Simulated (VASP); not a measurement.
C, 4 atoms in the cell. Symmetry: P6_3/mmc, No. 194, hexagonal system. Conventional cell: a = 2.618 Å, b = 2.618 Å, c = 4.356 Å, α = 90.00°, β = 90.00°, γ = 120.00°. C (site symmetry 3m) has 4 C at 1.61 to 1.63 Å as nearest neighbours. 

| Property | Result |
| --- | --- |
| Program | VASP 6.6.1 |
| Task | single point |
| Functional | revPBE |
| Potentials or basis | VASP PAW PBE potentials, release 64 (C) |
| Cutoff | 520 eV |
| k mesh | 12 × 12 × 7 |
| Occupations | fermi-dirac, width 0.05 eV |
| Spin | no spin polarisation |
| Dipole correction | no |
| Further INCAR settings | ALGO = Normal; EDIFF = 1e-06; NBANDS = 16 |

Potentials or basis: VASP PAW PBE potentials, release 64 (C).

The run is started by

```sh
$ cat potpaw_PBE.64/C/POTCAR > POTCAR
$ mpirun -np 1 vasp_std > vasp.out
```

Hardware: 1 thread of Intel(R) Xeon(R) Platinum 8259CL CPU @ 2.50GHz (Skylake/Cascade Lake) (shared host).

Problem. Estimate the wall time of this run.

Solution. Wall time 21 s on 1 thread of Intel(R) Xeon(R) Platinum 8259CL CPU @ 2.50GHz (Skylake/Cascade Lake), with other jobs on the host, peak memory 0.14 GiB. Counts: scf iterations 11, k points 76.
